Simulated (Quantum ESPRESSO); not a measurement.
A run of Quantum ESPRESSO 7.5 is set up as follows.

pw.in

```
&CONTROL
  calculation = 'scf'
  prefix = 'pwscf'
  outdir = './tmp'
  pseudo_dir = './pseudo'
  tprnfor = .true.
  tstress = .true.
  disk_io = 'low'
/
&SYSTEM
  ibrav = 0
  celldm(1) = 8
  nat = 6
  ntyp = 2
  ecutwfc = 45
  ecutrho = 360
  nbnd = 33
  occupations = 'smearing'
  smearing = 'fd'
  degauss = 0.00367493
/
&ELECTRONS
  conv_thr = 1.2d-09
  electron_maxstep = 120
  mixing_beta = 0.5
/
ATOMIC_SPECIES
Ti    47.8670 ti_pbesol_v1.4.uspp.F.UPF
O     15.9990 o_pbesol_v1.2.uspp.F.UPF
CELL_PARAMETERS alat
  1.0865540950003   0.0000000000000   0.0000000000000
  0.0000000000000   1.0865540950003   0.0000000000000
  0.0000000000000   0.0000000000000   0.6990128965849
ATOMIC_POSITIONS crystal
Ti     0.0000000000    0.0000000000    0.5000000000
Ti     0.5000000000    0.5000000000    0.0000000000
O      0.3043213200    0.3043213200    0.5000000000
O      0.1956786800    0.8043213200    0.0000000000
O      0.8043213200    0.1956786800    0.0000000000
O      0.6956786800    0.6956786800    0.5000000000
K_POINTS automatic
6 6 9 0 0 0
```

The input bands_first_try.in:

```
&CONTROL
  calculation = 'bands'
  prefix = 'pwscf'
  outdir = './tmp'
  pseudo_dir = './pseudo'
  disk_io = 'low'
  verbosity = 'high'
/
&SYSTEM
  ibrav = 0
  celldm(1) = 8
  nat = 6
  ntyp = 2
  ecutwfc = 45
  ecutrho = 360
  nbnd = 33
  occupations = 'smearing'
  smearing = 'fd'
  degauss = 0.00367493
/
&ELECTRONS
  conv_thr = 1d-08
  electron_maxstep = 120
  mixing_beta = 0.5
  diago_full_acc = .true.
  startingwfc = 'random'
/
ATOMIC_SPECIES
Ti    47.8670 ti_pbesol_v1.4.uspp.F.UPF
O     15.9990 o_pbesol_v1.2.uspp.F.UPF
CELL_PARAMETERS alat
  1.0865540950003   0.0000000000000   0.0000000000000
  0.0000000000000   1.0865540950003   0.0000000000000
  0.0000000000000   0.0000000000000   0.6990128965849
ATOMIC_POSITIONS crystal
Ti     0.0000000000    0.0000000000    0.5000000000
Ti     0.5000000000    0.5000000000    0.0000000000
O      0.3043213200    0.3043213200    0.5000000000
O      0.1956786800    0.8043213200    0.0000000000
O      0.8043213200    0.1956786800    0.0000000000
O      0.6956786800    0.6956786800    0.5000000000
K_POINTS crystal
60
 0.0000000000  0.0000000000  0.0000000000 1
 0.0000000000  0.1250000000  0.0000000000 1
 0.0000000000  0.2500000000  0.0000000000 1
 0.0000000000  0.3750000000  0.0000000000 1
 0.0000000000  0.5000000000  0.0000000000 1
 0.1250000000  0.5000000000  0.0000000000 1
 0.2500000000  0.5000000000  0.0000000000 1
 0.3750000000  0.5000000000  0.0000000000 1
 0.5000000000  0.5000000000  0.0000000000 1
 0.4285714286  0.4285714286  0.0000000000 1
 0.3571428571  0.3571428571  0.0000000000 1
 0.2857142857  0.2857142857  0.0000000000 1
 0.2142857143  0.2142857143  0.0000000000 1
 0.1428571429  0.1428571429  0.0000000000 1
 0.0714285714  0.0714285714  0.0000000000 1
 0.0000000000  0.0000000000  0.0000000000 1
 0.0000000000  0.0000000000  0.0625000000 1
 0.0000000000  0.0000000000  0.1250000000 1
 0.0000000000  0.0000000000  0.1875000000 1
 0.0000000000  0.0000000000  0.2500000000 1
 0.0000000000  0.0000000000  0.3125000000 1
 0.0000000000  0.0000000000  0.3750000000 1
 0.0000000000  0.0000000000  0.4375000000 1
 0.0000000000  0.0000000000  0.5000000000 1
 0.0000000000  0.1000000000  0.5000000000 1
 0.0000000000  0.2000000000  0.5000000000 1
 0.0000000000  0.3000000000  0.5000000000 1
 0.0000000000  0.4000000000  0.5000000000 1
 0.0000000000  0.5000000000  0.5000000000 1
 0.1000000000  0.5000000000  0.5000000000 1
 0.2000000000  0.5000000000  0.5000000000 1
 0.3000000000  0.5000000000  0.5000000000 1
 0.4000000000  0.5000000000  0.5000000000 1
 0.5000000000  0.5000000000  0.5000000000 1
 0.4285714286  0.4285714286  0.5000000000 1
 0.3571428571  0.3571428571  0.5000000000 1
 0.2857142857  0.2857142857  0.5000000000 1
 0.2142857143  0.2142857143  0.5000000000 1
 0.1428571429  0.1428571429  0.5000000000 1
 0.0714285714  0.0714285714  0.5000000000 1
 0.0000000000  0.0000000000  0.5000000000 1
 0.0000000000  0.5000000000  0.0000000000 1
 0.0000000000  0.5000000000  0.0555555556 1
 0.0000000000  0.5000000000  0.1111111111 1
 0.0000000000  0.5000000000  0.1666666667 1
 0.0000000000  0.5000000000  0.2222222222 1
 0.0000000000  0.5000000000  0.2777777778 1
 0.0000000000  0.5000000000  0.3333333333 1
 0.0000000000  0.5000000000  0.3888888889 1
 0.0000000000  0.5000000000  0.4444444444 1
 0.0000000000  0.5000000000  0.5000000000 1
 0.5000000000  0.5000000000  0.0000000000 1
 0.5000000000  0.5000000000  0.0625000000 1
 0.5000000000  0.5000000000  0.1250000000 1
 0.5000000000  0.5000000000  0.1875000000 1
 0.5000000000  0.5000000000  0.2500000000 1
 0.5000000000  0.5000000000  0.3125000000 1
 0.5000000000  0.5000000000  0.3750000000 1
 0.5000000000  0.5000000000  0.4375000000 1
 0.5000000000  0.5000000000  0.5000000000 1
```

File bands.in:

```
&CONTROL
  calculation = 'bands'
  prefix = 'pwscf'
  outdir = './tmp'
  pseudo_dir = './pseudo'
  disk_io = 'low'
  verbosity = 'high'
/
&SYSTEM
  ibrav = 0
  celldm(1) = 8
  nat = 6
  ntyp = 2
  ecutwfc = 45
  ecutrho = 360
  nbnd = 33
  occupations = 'smearing'
  smearing = 'fd'
  degauss = 0.00367493
/
&ELECTRONS
  conv_thr = 1d-08
  electron_maxstep = 120
  mixing_beta = 0.5
  diago_full_acc = .true.
/
ATOMIC_SPECIES
Ti    47.8670 ti_pbesol_v1.4.uspp.F.UPF
O     15.9990 o_pbesol_v1.2.uspp.F.UPF
CELL_PARAMETERS alat
  1.0865540950003   0.0000000000000   0.0000000000000
  0.0000000000000   1.0865540950003   0.0000000000000
  0.0000000000000   0.0000000000000   0.6990128965849
ATOMIC_POSITIONS crystal
Ti     0.0000000000    0.0000000000    0.5000000000
Ti     0.5000000000    0.5000000000    0.0000000000
O      0.3043213200    0.3043213200    0.5000000000
O      0.1956786800    0.8043213200    0.0000000000
O      0.8043213200    0.1956786800    0.0000000000
O      0.6956786800    0.6956786800    0.5000000000
K_POINTS crystal
60
 0.0000000000  0.0000000000  0.0000000000 1
 0.0000000000  0.1250000000  0.0000000000 1
 0.0000000000  0.2500000000  0.0000000000 1
 0.0000000000  0.3750000000  0.0000000000 1
 0.0000000000  0.5000000000  0.0000000000 1
 0.1250000000  0.5000000000  0.0000000000 1
 0.2500000000  0.5000000000  0.0000000000 1
 0.3750000000  0.5000000000  0.0000000000 1
 0.5000000000  0.5000000000  0.0000000000 1
 0.4285714286  0.4285714286  0.0000000000 1
 0.3571428571  0.3571428571  0.0000000000 1
 0.2857142857  0.2857142857  0.0000000000 1
 0.2142857143  0.2142857143  0.0000000000 1
 0.1428571429  0.1428571429  0.0000000000 1
 0.0714285714  0.0714285714  0.0000000000 1
 0.0000000000  0.0000000000  0.0000000000 1
 0.0000000000  0.0000000000  0.0625000000 1
 0.0000000000  0.0000000000  0.1250000000 1
 0.0000000000  0.0000000000  0.1875000000 1
 0.0000000000  0.0000000000  0.2500000000 1
 0.0000000000  0.0000000000  0.3125000000 1
 0.0000000000  0.0000000000  0.3750000000 1
 0.0000000000  0.0000000000  0.4375000000 1
 0.0000000000  0.0000000000  0.5000000000 1
 0.0000000000  0.1000000000  0.5000000000 1
 0.0000000000  0.2000000000  0.5000000000 1
 0.0000000000  0.3000000000  0.5000000000 1
 0.0000000000  0.4000000000  0.5000000000 1
 0.0000000000  0.5000000000  0.5000000000 1
 0.1000000000  0.5000000000  0.5000000000 1
 0.2000000000  0.5000000000  0.5000000000 1
 0.3000000000  0.5000000000  0.5000000000 1
 0.4000000000  0.5000000000  0.5000000000 1
 0.5000000000  0.5000000000  0.5000000000 1
 0.4285714286  0.4285714286  0.5000000000 1
 0.3571428571  0.3571428571  0.5000000000 1
 0.2857142857  0.2857142857  0.5000000000 1
 0.2142857143  0.2142857143  0.5000000000 1
 0.1428571429  0.1428571429  0.5000000000 1
 0.0714285714  0.0714285714  0.5000000000 1
 0.0000000000  0.0000000000  0.5000000000 1
 0.0000000000  0.5000000000  0.0000000000 1
 0.0000000000  0.5000000000  0.0555555556 1
 0.0000000000  0.5000000000  0.1111111111 1
 0.0000000000  0.5000000000  0.1666666667 1
 0.0000000000  0.5000000000  0.2222222222 1
 0.0000000000  0.5000000000  0.2777777778 1
 0.0000000000  0.5000000000  0.3333333333 1
 0.0000000000  0.5000000000  0.3888888889 1
 0.0000000000  0.5000000000  0.4444444444 1
 0.0000000000  0.5000000000  0.5000000000 1
 0.5000000000  0.5000000000  0.0000000000 1
 0.5000000000  0.5000000000  0.0625000000 1
 0.5000000000  0.5000000000  0.1250000000 1
 0.5000000000  0.5000000000  0.1875000000 1
 0.5000000000  0.5000000000  0.2500000000 1
 0.5000000000  0.5000000000  0.3125000000 1
 0.5000000000  0.5000000000  0.3750000000 1
 0.5000000000  0.5000000000  0.4375000000 1
 0.5000000000  0.5000000000  0.5000000000 1
```

Potentials or basis: GBRV 1.5 PBEsol.

The run is started by

```sh
$ OMP_NUM_THREADS=1 mpirun -n 2 pw.x -nk 2 -in pw.in > pw.out
$ OMP_NUM_THREADS=1 mpirun -n 2 pw.x -nk 2 -in bands_first_try.in > bands_first_try.out
$ OMP_NUM_THREADS=1 mpirun -n 2 pw.x -nk 2 -in bands.in > bands.out
```

Problem. Estimate the band gap on the k mesh.

Solution. 1.83 eV, direct.

Problem. Predict the pressure.

Solution. -2.5 GPa.

Problem. What does it give for the band gap along the path?

Solution. 1.83 eV, direct.

Forces on the atoms (eV/Å):
```
Ti   0.000  0.000  0.000
Ti   0.000  0.000  0.000
O    0.043  0.043  0.000
O   -0.043  0.043  0.000
O    0.043 -0.043  0.000
O   -0.043 -0.043  0.000
```

**Experimental background.**

“Shallow Valence Band of Rutile GeO2 and P-type Doping”, 2020, arxiv:2011.08928 quotes, for a bulk crystal of TiO2 at 1.6 K: band gap 3.03 eV (direct).

A measured gap of TiO2 is 3.03 eV (direct; 1.6 K; quoted in “Shallow Valence Band of Rutile GeO2 and P-type Doping”, 2020, arxiv:2011.08928); the calculated 1.83 eV misses it by -1.20 eV. 2 values of this kind are on record in papers (3.03 to 3.05 eV); this one was drawn at random among those near their median. The value is that of PBEsol, without temperature or zero-point motion. Semilocal functionals fall short of measured gaps as a rule. The cell is a database's relaxed one, not the measured one, which moves gaps too.
